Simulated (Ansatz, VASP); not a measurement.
# CdS (Hawleyite) in VASP and in Ansatz

```
Cd S
1.0
     2.89265    2.89265    0.00000
    -2.89265    2.89265    0.00000
     0.00000    2.89265    2.85664
Cd S
1 1
Direct
  0.00000 0.00000 0.00000
  0.75000 0.25000 0.50000
```

Change from the starting cell: in-plane strain +0.005, out-of-plane length and atoms relaxed by PAW.

Alike in both runs: functional LDA; k mesh 8 × 8 × 8; no spin polarisation.

Ansatz relaxed the structure, and its values are those at the end. VASP's run is a single point on that final structure, the one shown.

|  | VASP | Ansatz |
| --- | --- | --- |
| version | VASP 6.6.1 | Ansatz 0.2.0 |
| potentials or method | VASP PAW LDA potentials, release 64 (Cd, S) | PAW with Ansatz's default frozen-core files, scalar-relativistic |
| plane-wave cutoff (eV) | 520 | 420 |
| occupations | gaussian, width 0.01 eV | fixed |
| valence electrons in the cell | 18 | 26 |

|  | VASP | Ansatz | Ansatz less VASP |
| --- | --- | --- | --- |
| gap on the k mesh at the Fermi level (eV) | 0.95 | 0.92 | -0.030 |
| pressure (GPa) | 0.4 | -0.2 | -0.55 |

The two sets of potentials don't hold the same shells in valence.
